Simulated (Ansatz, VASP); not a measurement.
# SnTe (honeycomb SnTe, 1 layer) in two plane-wave programs

Wanted: the spread between two codes on one cell, functional and k mesh. The structure shown is the start of the Ansatz relaxation below; VASP solves that cell, so the two are compared at the walk's first step.

Program: Ansatz 0.2.0. Level of theory: plane waves, with VASP 6.6.1 beside it; single point at PBE. Results are calculated unless marked as measured.

### Step 1. Set-up

The cell holds 2 atoms: 1 Te and 1 Sn. Its edges and angles: a = 4.180 Å, b = 4.180 Å, c = 18.690 Å, α = 90.0°, β = 90.0°, γ = 120.0°. Vacuum lies along c.

### Step 2. Ansatz: relaxation, PBE

Ansatz runs on its default PAW (the set named soft_2) files.

The two programs are compared at the cell with which this relaxation starts, whose forces are those of its first step.

The input, input.yaml:

```yaml
crystal:
  lattice:
    - [4.18, 0.0, 0.0]
    - [-2.09, 3.6199861878, 0.0]
    - [0.0, 0.0, 18.69]
  atoms:
    - { symbol: Te, position: [0.6666666667, 0.3333333333, 0.454788657] }
    - { symbol: Sn, position: [0.3333333333, 0.6666666667, 0.545211343] }
kpoints:
  mp_grid: { grid: [6, 6, 1] }
hamiltonian:
  xc: pbe
scf:
  occupations: { method: fermi_dirac, width: 0.05 }
  convergence: { dr2_threshold: 1.0e-08 }
efield:
  axis: 3
  dipole_correction: true
  ramp_position: 0.97
  ramp_width: 0.04
relax:
  f_tol: 0.01
  cell: { fix: [c, alpha, beta] }
output:
  write_potential: true
  write_density: true
  volumetric_format: npy
```

Started as:

```bash
$ ansatz run input.yaml --threads 4 --pin off --max-ram 8192MiB --backend cpu --events-out ev --progress --plain --runs-dir out
```

Numbers of over 12 decimals in the logs are rounded to 6 here.

Log:

```text
Warning: relax.cell: scf.convergence.dr2_threshold = 1e-8 eV is looser than the 2e-10 eV advised for a relaxation that steers and ends on the stress (1e-10 eV for each atom of the cell: 2). What an SCF threshold leaves in a stress goes as its square root, and in the free energy as the threshold itself, and one threshold admits the most on a small cell: [figures from the program's tests cut] Set scf.convergence.dr2_threshold to 2e-10 eV or tighter. The threshold is an SCF's pass mark: one that does not reach it within its budget of iterations ends unconverged, or closes short of it on a stop that the run arms, and scf.convergence.dr2_threshold's page says what that costs each kind of run
Engine: ansatz 0.2.0, aarch64-unknown-linux-gnu
Pseudopotentials: kind: paw
Pseudopotential: Te, paw, valence charge 16, recommended cutoff 420 eV (normal), Te.paw.azcp
Pseudopotential: Sn, paw, valence charge 14, recommended cutoff 420 eV (normal), Sn.paw.azcp
Functional definition: PBE
  parameter kappa = 0.804
  parameter beta = 0.066725
  exchange = pbe_x(kappa = kappa, mu = beta*pi^2/3)
  correlation = pbe_c(beta = beta)
Crystal: 2 atoms, lattice volume = 282.809 Å³
Basis set: ecut = 420 eV, 5469 PW (Γ), exchange–correlation on 60×60×250 points (8 copies of the dense FFT grid, shifted against one another)
Bands: 19, of which v1, the nominal top of the filled ones, is band 15 counted from 1 (14 counted from 0)
Symmetry: 6 space group operations
Space group: P3m1 (ITA 156), of the structure as read, at distance tolerance 6.6e-5 Å
k-points: 7 of 36 (time reversal used)
Non-local potential: Te, projectors of the file, l = 0: 2, l = 1: 2, l = 2: 2, l = 3: 2
Non-local potential: Sn, projectors of the file, l = 0: 2, l = 1: 2, l = 2: 2, l = 3: 2
PAW form: soft (Blöchl's): semilocal exchange-correlation on the pseudo side does not see the compensation charge
PAW one-centre angular grid: Te, 590 points (default); XC on 64 Gauss nodes
PAW one-centre angular grid: Sn, 590 points (default); XC on 64 Gauss nodes
Initial density: superposition of atomic densities (neutral atoms: chi_scale 0, normalization atom), corrected by the library's trained network
Initial wavefunctions: pseudopotential atomic-orbital guess
Functional: x = pbe(κ = 0.804, μ = 0.219515), c = pbe(β = 0.066725)
SCF iter   1: F=—  HF=-13004.496151 eV  |F-HF|=—  |Δ(HF+E_count)|=         —  Δρ=8.73e-4  dr2=5.37e-3  ethr=1.77e-3  p=0.036 e·Å  D=2.33e-2 V/Å  ΔV_dip=-0.44 eV  dr2_dipole=4.16e-5  V_vac-E_F(+/−)=3.94/4.38 eV  ⟨swp⟩=7.9  Hψ=782  notcnv=0
efield: sawtooth ramp at fractional position 0.9700 (set: `efield.ramp_position`, or a place that a band, a saddle search or an elastic batch's reference lends), width 0.0400; the density the first Hamiltonian is built on has a dipole p = 0.036 e·Å; the dipole correction subtracts the counter field D = 2.33e-2 V/Å, which shifts the + side's vacuum level by -0.44 eV against the − side's; the planar-averaged density in the ramp window peaks in size at 1.7e-5 e/Å³
preconditioner: auto → Resta (q_TF=auto, 1.877 Å⁻¹)  ε∞=1.8  [insulator: Δε(μ)=1.867 eV  Ē_g=7.895 eV  σ=0.050 eV  W_gap=1.00  n_scr=40 (ndim 8)  ℏωp=7.0 eV  f_vac=0.692  D(μ)=0.00/eV (n_scr^D=0)  ε∞_Penn≈1.8  vacuum switching on, ρ_ref=4.5e-3 e/Å³]
SCF iter   2: F=—  HF=-13004.496542 eV  |F-HF|=—  |Δ(HF+E_count)|=   3.91e-4  Δρ=4.39e-4  dr2=8.39e-4  ethr=1.79e-5  p=0.041 e·Å  D=2.64e-2 V/Å  ΔV_dip=-0.49 eV  dr2_dipole=2.43e-5  V_vac-E_F(+/−)=4.01/4.50 eV  ⟨swp⟩=2.4  Hψ=320  notcnv=0
SCF iter   3: F=—  HF=-13004.497547 eV  |F-HF|=—  |Δ(HF+E_count)|=   1.01e-3  Δρ=1.86e-4  dr2=2.20e-4  ethr=2.80e-6  p=0.045 e·Å  D=2.87e-2 V/Å  ΔV_dip=-0.54 eV  dr2_dipole=4.90e-6  V_vac-E_F(+/−)=4.03/4.56 eV  ⟨swp⟩=2.6  Hψ=235  notcnv=0
SCF iter   4: F=—  HF=-13004.498139 eV  |F-HF|=—  |Δ(HF+E_count)|=   5.91e-4  Δρ=1.48e-4  dr2=5.83e-4  ethr=7.33e-7  p=0.044 e·Å  D=2.79e-2 V/Å  ΔV_dip=-0.52 eV  dr2_dipole=1.51e-4  V_vac-E_F(+/−)=4.06/4.59 eV  ⟨swp⟩=3.0  Hψ=248  notcnv=0  recentre
SCF iter   5: F=—  HF=-13004.498069 eV  |F-HF|=—  |Δ(HF+E_count)|=   7.00e-5  Δρ=5.42e-5  dr2=1.57e-5  ethr=7.33e-7  p=0.047 e·Å  D=2.98e-2 V/Å  ΔV_dip=-0.56 eV  dr2_dipole=1.01e-6  V_vac-E_F(+/−)=4.05/4.61 eV  ⟨swp⟩=2.0  Hψ=149  notcnv=0
SCF iter   6: F=—  HF=-13004.498067 eV  |F-HF|=—  |Δ(HF+E_count)|=   1.10e-6  Δρ=1.26e-5  dr2=4.93e-7  ethr=5.23e-8  p=0.047 e·Å  D=2.99e-2 V/Å  ΔV_dip=-0.56 eV  dr2_dipole=1.95e-8  V_vac-E_F(+/−)=4.06/4.61 eV  ⟨swp⟩=2.1  Hψ=216  notcnv=0
[...]
SCF iter   6: F=-13004.498182 eV  HF=-13004.498182 eV  |F-HF|=9.15e-10  |Δ(HF+E_count)|=   1.48e-8  Δρ=5.29e-7  dr2=9.78e-10  ethr=3.33e-11  p=0.046 e·Å  D=2.96e-2 V/Å  ΔV_dip=-0.55 eV  dr2_dipole=3.61e-12  V_vac-E_F(+/−)=4.07/4.62 eV  ⟨swp⟩=8.6  Hψ=767  notcnv=0
SCF 3 converged in 6 iterations: F = -13004.498182 eV  dr2 = 9.78e-10
relax step   3: F+E_penalty+E_count = -13004.49818152 eV  Δ(F+E_penalty+E_count) = -1.735e-4 eV  max|allowed force component| = 1.537e-3 eV/Å  Δτ_max = 0.0034 Å  P = +0.017 GPa  Ω = 283.377 Å³  energy of the carried Pulay correction = -2.181e-5 eV  fix = [c, alpha, beta]  reactions: c +0.001 GPa  (6 SCF iters, accepted)
Initial wavefunctions: pseudopotential atomic-orbital guess (no wavefunctions were taken with the density)
iter 1 solved again at ethr=1.25e-6 eV; its pass at ethr=3.10e-3 eV (dr2=3.75e-4 eV) is discarded
SCF iter   1: F=—  HF=-13004.497704 eV  |F-HF|=—  |Δ(HF+E_count)|=         —  Δρ=3.17e-5  dr2=8.60e-8  ethr=1.25e-6  p=0.046 e·Å  D=2.96e-2 V/Å  ΔV_dip=-0.55 eV  dr2_dipole=6.23e-11  V_vac-E_F(+/−)=4.07/4.62 eV  ⟨swp⟩=3.3  Hψ=1119  notcnv=0
efield: sawtooth ramp at fractional position 0.9700 (set: `efield.ramp_position`, or a place that a band, a saddle search or an elastic batch's reference lends), width 0.0400; the density the first Hamiltonian is built on has a dipole p = 0.046 e·Å; the dipole correction subtracts the counter field D = 2.96e-2 V/Å, which shifts the + side's vacuum level by -0.55 eV against the − side's; the planar-averaged density in the ramp window peaks in size at 1.0e-6 e/Å³
eigensolver tolerance schedule: the retry pair's looser diagonalisation over-reported the residual by 4358.45 of it (diagonalisation noise at an unbounded share of the residual, at the tolerance the schedule requests for it); recorded, not acted on — ethr = c·dr2/N_el stays at c = 1.0e-1
preconditioner: auto → Resta (q_TF=auto, 1.877 Å⁻¹)  ε∞=1.8  [insulator: Δε(μ)=1.909 eV  Ē_g=7.911 eV  σ=0.050 eV  W_gap=1.00  n_scr=40 (ndim 8)  ℏωp=7.0 eV  f_vac=0.693  D(μ)=0.00/eV (n_scr^D=0)  ε∞_Penn≈1.8  vacuum switching on, ρ_ref=4.5e-3 e/Å³]
SCF iter   2: F=—  HF=-13004.498009 eV  |F-HF|=—  |Δ(HF+E_count)|=   3.05e-4  Δρ=1.60e-5  dr2=4.01e-8  ethr=2.87e-10  p=0.046 e·Å  D=2.97e-2 V/Å  ΔV_dip=-0.55 eV  dr2_dipole=1.13e-9  V_vac-E_F(+/−)=4.07/4.62 eV  ⟨swp⟩=3.3  Hψ=304  notcnv=0
SCF iter   3: F=—  HF=-13004.498114 eV  |F-HF|=—  |Δ(HF+E_count)|=   1.05e-4  Δρ=9.74e-6  dr2=1.54e-8  ethr=1.34e-10  p=0.046 e·Å  D=2.96e-2 V/Å  ΔV_dip=-0.55 eV  dr2_dipole=2.21e-9  V_vac-E_F(+/−)=4.07/4.62 eV  ⟨swp⟩=2.6  Hψ=207  notcnv=0
SCF iter   4: F=—  HF=-13004.498184 eV  |F-HF|=—  |Δ(HF+E_count)|=   7.00e-5  Δρ=4.17e-6  dr2=2.37e-8  ethr=3.33e-11  p=0.046 e·Å  D=2.97e-2 V/Å  ΔV_dip=-0.55 eV  dr2_dipole=5.56e-9  V_vac-E_F(+/−)=4.07/4.62 eV  ⟨swp⟩=13.7  Hψ=963  notcnv=0
SCF iter   5: F=-13004.498211 eV  HF=-13004.498210 eV  |F-HF|=7.70e-7  |Δ(HF+E_count)|=   2.66e-5  Δρ=4.82e-7  dr2=5.23e-10  ethr=3.33e-11  p=0.046 e·Å  D=2.96e-2 V/Å  ΔV_dip=-0.55 eV  dr2_dipole=2.09e-12  V_vac-E_F(+/−)=4.07/4.62 eV  ⟨swp⟩=9.7  Hψ=882  notcnv=0
SCF 4 converged in 5 iterations: F = -13004.498211 eV  dr2 = 5.23e-10
relax step   4: F+E_penalty+E_count = -13004.49821101 eV  Δ(F+E_penalty+E_count) = -2.948e-5 eV  max|allowed force component| = 1.534e-3 eV/Å  Δτ_max = 0.0000 Å  P = +0.017 GPa  Ω = 283.377 Å³  fix = [c, alpha, beta]  reactions: c +0.001 GPa  stress off target by 2.43e-2 GPa on what of the cell is left free  SCF on the basis re-selected at this cell (its energy is not comparable with the rows above)  (5 SCF iters)
basis re-selected at this cell: Δ(F+E_penalty+E_count) = -2.948e-5 eV, ΔP = -0.000 GPa vs the last step (what re-selecting the basis moved, of the pressure what is left beyond the Pulay correction that the steps carried, after the strain that the cell walked since its last selection, with what the two solves' SCF thresholds leave and, on support functions, any second-order correction that the steps lacked; it is no m [...]
WARN: The input density's exchange-correlation potential varies sharply where the density is thin. Do not read a vacuum level from v_tot or v_xc, or from such a field of the output density. On a cell that repeats whose density bears no net charge and no dipole along the vacuum's axis use v_es (v_loc + v_h of the components); under efield.dipole_correction with no amplitude use v_es + v_field, which holds any external [...]
SCF converged after 5 iterations
Free energy (F): -13004.498211 eV
Harris-Foulkes:  -13004.498210 eV  (|F-HF|=7.70e-7)
Internal energy: -13004.498211 eV  (E = F + TS)
E sigma→0 (E₀):  -13004.498211 eV
Fermi energy:    -1.302801 eV
Dipole field:    D = 0.029648 V/Å  (p = 0.046429 e·Å, saw-weighted, corrected)
Work function:   Φ+ = 4.0676 eV   Φ− = 4.6217 eV
Levels:          The Fermi level and band energies are counted from a zero that moves with the ramp; work functions are not
--- Per-component energies (eV) ---
  E_band       = -670.990285
  E_kinetic    = 365.103192
  E_local      = -13542.705496  (includes V_loc(G=0)·N_el)
  E_nonlocal   = -342.826109
  E_hartree    = 6890.292154
  E_xc         = -506.205048
  E_vxc        = -198.909857  (∫ρ·V_xc dr)
  E_paw        = -8796.692757  (= ΣΔE_a)
  E_vpaw       = -732.123928  (= ΣTr[D̂ρ^β])
  E_aug_tail   = -0.000202  (compensation charges beyond the density's cutoff)
  E_efield     = 0.000688  (sawtooth field / dipole correction)
  E_vefield    = -0.114954  (∫n·V_field dr)
  E_ewald      = 2928.535365
  E_smearing   = -0.000000  (= −TS)
  E_closure    = 0.000000  (closes the sum)
  Σ components = -13004.498211   (vs F -13004.498211, Δ=0.00e0)
--- Forces (eV/Å), atoms counted from 1 ---
  atom   1  Te    -0.00000000     0.00000000    -0.00153305
  atom   2  Sn     0.00000000    -0.00000000     0.00153472
  max |Σ_I F_I| component: 1.67e-6 eV/Å
--- Stress (GPa, compression-positive) ---
        0.024341      -0.000000       0.000000
        0.000000       0.024341       0.000000
        0.000000       0.000000       0.001388
  P = ⅓ Tr σ = 0.0167 GPa (0.167 kbar)
--- Band table (eV; the first three rows and the last of 7) ---
  k-point 0: bands = [... 11 lower, -7.7285, -2.4882, -2.2384, -2.2384, -0.1228, 1.4790, 1.4790, 2.4602]
  k-point 1: bands = [... 11 lower, -7.7105, -3.6412, -2.6186, -2.3630, 0.1984, 1.4629, 1.7725, 2.8125]
  k-point 2: bands = [... 11 lower, -8.0009, -4.6811, -3.1923, -2.6341, -0.3290, 1.3807, 1.9214, 3.4890]
  k-point 6: bands = [... 11 lower, -8.4118, -5.1112, -3.9332, -3.1460, -0.1590, 1.5062, 2.0226, 4.8458]
--- Relaxed structure (3 steps of the walk, 2 accepted, 1 SCFs on fresh bases) ---
  F+E_penalty+E_count = -13004.49821101 eV   max|allowed force component| = 1.534e-3 eV/Å   (the final SCF, on the basis selected at the relaxed cell)
  cell:  # Å, volume = 283.3766 Å³
    - [4.184196, 0.0, 0]
    - [-2.092098, 3.623620, 0]
    - [0, 0, 18.69]
  atoms:
    - { symbol: Te, position: [0.666667, 0.333333, 0.454970] }
    - { symbol: Sn, position: [0.333333, 0.666667, 0.545030] }
```

In the SCF lines HF is the Harris–Foulkes energy and dr2 the Hartree energy of the density residual, in eV; the loop may stop once dr2 is under the threshold and the program's other checks hold. Hψ counts applications of the Hamiltonian.

[end of part 1 of 2]

[Lines on the potential files, build, host, timing and source positions are cut from VASP's logs without a mark.]

[Logs are printed without paths, hosts, clocks, repeated set-up lines and the standing remarks that a program may print on its own settings, such as how far it seeks lower states.]

[Hosts, paths, dates, database ids (printed as entryN), source tags and the programs' standing remarks are cut or masked in the printed files.]
